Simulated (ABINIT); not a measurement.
The system is CsH.

```
Cs H
1.0
     0.00000    3.18800    3.18800
     3.18800    0.00000    3.18800
     3.18800    3.18800    0.00000
Cs H
1 1
Direct
  0.00000 0.00000 0.00000
  0.50000 0.50000 0.50000
```

| Item | Value |
| --- | --- |
| Program | ABINIT 10.8.3 (patched build) |
| Task | relaxation of cell and atoms |
| Functional | LDA |
| Potentials or basis | PseudoDojo NC SR LDA v0.4.1 standard |
| Cutoff | 1007 eV |
| k mesh | 5 × 5 × 5 |
| Occupations | fermi-dirac, width 0.05 eV |
| Spin | no spin polarisation |

At the start: pressure -1.3 GPa; volume 32.40 Å³/atom.

Question: How do energy, volume and symmetry change on relaxing?

Answer: Over 5 steps the energy falls by 18.2 meV/atom and the volume is 28.27 Å³/atom (-12.8 %); space group Fm-3m (No. 225, to 0.05 Å).

Step by step:
```csv
step,energy change (eV),largest force (eV/Å),pressure (GPa),volume (Å³)
1,0.0000,0.0000,-1.27,64.80
2,-0.0020,0.0000,-1.24,64.55
3,-0.0354,0.0000,0.27,55.31
4,-0.0364,0.0000,-0.04,56.71
5,-0.0364,0.0000,0.00,56.54
```

Final structure:
```cif
data_structure
_symmetry_space_group_name_H-M 'P 1'
_symmetry_Int_Tables_number 1
_cell_length_a 4.3081
_cell_length_b 4.3081
_cell_length_c 4.3081
_cell_angle_alpha 60.000
_cell_angle_beta 60.000
_cell_angle_gamma 60.000
_cell_volume 56.54
loop_
_atom_site_label
_atom_site_type_symbol
_atom_site_fract_x
_atom_site_fract_y
_atom_site_fract_z
_atom_site_occupancy
Cs1 Cs 0.00000 0.00000 0.00000 1
H1 H 0.50000 0.50000 0.50000 1
```

Caveat: the volume moved by -13 % from the deposited cell, more than functionals usually miss.
